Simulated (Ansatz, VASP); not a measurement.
CrO2 in VASP and in Ansatz

File INCAR:

```
ALGO = Normal ; EDIFF = 1E-7
ENCUT = 520 ; GGA = PS
ISIF = 2 ; ISMEAR = -1
LASPH = T ; LCHARG = F
LREAL = F ; LWAVE = F
NBANDS = 33 ; NELM = 80
PREC = Accurate ; SIGMA = 0.05
```

Contents of KPOINTS:

```
k-points
0
Gamma
  6 6 9
```

File POSCAR:

```
CrO2
1.0
    4.4210000000      0.0000000000      0.0000000000
    0.0000000000      4.4210000000      0.0000000000
    0.0000000000      0.0000000000      2.9170000000
Cr O
2 4
Direct
    0.5000000000      0.5000000000      0.5000000000
    0.0000000000      0.0000000000      0.0000000000
    0.8010000000      0.1990000000      0.5000000000
    0.6990000000      0.6990000000      0.0000000000
    0.1990000000      0.8010000000      0.5000000000
    0.3010000000      0.3010000000      0.0000000000
```

The input input.yaml:

```yaml
crystal:
  lattice:
    - [4.421, 0.0, 0.0]
    - [0.0, 4.421, 0.0]
    - [0.0, 0.0, 2.917]
  atoms:
    - { symbol: Cr, position: [0.5, 0.5, 0.5] }
    - { symbol: Cr, position: [0.0, 0.0, 0.0] }
    - { symbol: O, position: [0.801, 0.199, 0.5] }
    - { symbol: O, position: [0.699, 0.699, 0.0] }
    - { symbol: O, position: [0.199, 0.801, 0.5] }
    - { symbol: O, position: [0.301, 0.301, 0.0] }
hamiltonian:
  xc: pbesol
  pseudopotentials: { kind: paw }
kpoints:
  mp_grid: { grid: [6, 6, 9] }
scf:
  occupations: { method: fermi_dirac, width: 0.05 }
output:
  forces: true
  stress: true
  eigenvalues: true
```

Alike in both runs: task single point; functional PBEsol; k mesh 6 × 6 × 9; occupations fermi-dirac, width 0.05 eV; no spin polarisation.

```csv
,VASP,Ansatz
version,VASP 6.6.1,Ansatz 0.2.0
potentials or method,"VASP PAW PBE potentials, release 64 (Cr_pv, O)",Ansatz PAW
plane-wave cutoff (eV),520,420
valence electrons in the cell,48,52
```

VASP gave:

| Item | Value |
| --- | --- |
| gap on the k mesh at the Fermi level (eV) | none |
| pressure (GPa) | -13.2 |
| largest component of the traceless stress (GPa) | 15.30 |
| rms of the force components (eV/Å) | 0.102 |

**Question.** Which values does Ansatz return?

**Answer.** gap on the k mesh at the Fermi level (eV): none; pressure (GPa): -13.6; largest component of the traceless stress (GPa): 15.49; rms of the force components (eV/Å): 0.100.

Atom by atom the forces differ by 0.002 eV/Å (rms over components). A gap of «none» marks a metal or a gap that the smearing closes. The two sets of potentials don't hold the same shells in valence.

Caveats: the run has no spin polarisation, though such a crystal can be magnetic; semilocal functionals often make such compounds metallic where correlation or magnetic order opens a gap, which also shifts bond lengths; the PAW data sets were made with another functional, which shifts forces and pressure a little (VASP); the pressure holds a Pulay correction of +1.0 GPa for the finite cutoff (Ansatz); the PAW data sets come from PBE, with cores solved anew for the run's functional, which leaves a small shift of forces and pressure (Ansatz). Spin polarisation is off, so any magnetic state and its effect on volume and gap are missing.
